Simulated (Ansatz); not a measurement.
**Lattice vibrations of BN at Γ at 18 GPa**

Method: Ansatz 0.2.0, DFT PBE+D3(BJ), scalar-relativistic, plane waves, PAW. Plane waves to 420 eV; Γ-centred k mesh 12×12×4; fixed occupations. No spin polarisation. Phonons by linear response, acoustic sum rule imposed.

The cell, relaxed at 18 GPa:
```xyz
4
Lattice="2.4761 0.0000 0.0000 -1.2380 2.1443 0.0000 0.0000 0.0000 5.3649" Properties=species:S:1:pos:R:3 pbc="T T T"
B     0.0000    1.4296    1.3412
B     1.2380    0.7148    4.0236
N     0.0000    1.4296    4.0236
N     1.2380    0.7148    1.3412
```

(1) Give the high-frequency dielectric tensor ε∞.

(2) Give the Born effective charges.

(3) How large is the static dielectric tensor with the ions free to move, and what share of it is ionic?

## Answers

(1)
```
5.39 0.00 0.00
0.00 5.39 0.00
0.00 0.00 4.44
```

(2)
```json
{"atom": "B (atom 1)", "Z*xx": "2.72", "Z*yy": "2.72", "Z*zz": "1.57", "mean": "2.33"}
{"atom": "N (atom 3)", "Z*xx": "-2.72", "Z*yy": "-2.72", "Z*zz": "-1.57", "mean": "-2.33"}
```

(3)
```
7.5 0.0 0.0
0.0 7.5 0.0
0.0 0.0 8.5
```
The ions give 35 % of its trace.

Cost: 1 run of about 0.77 core-minutes, on Intel Xeon Platinum 8488C (Sapphire Rapids) (shared hosts).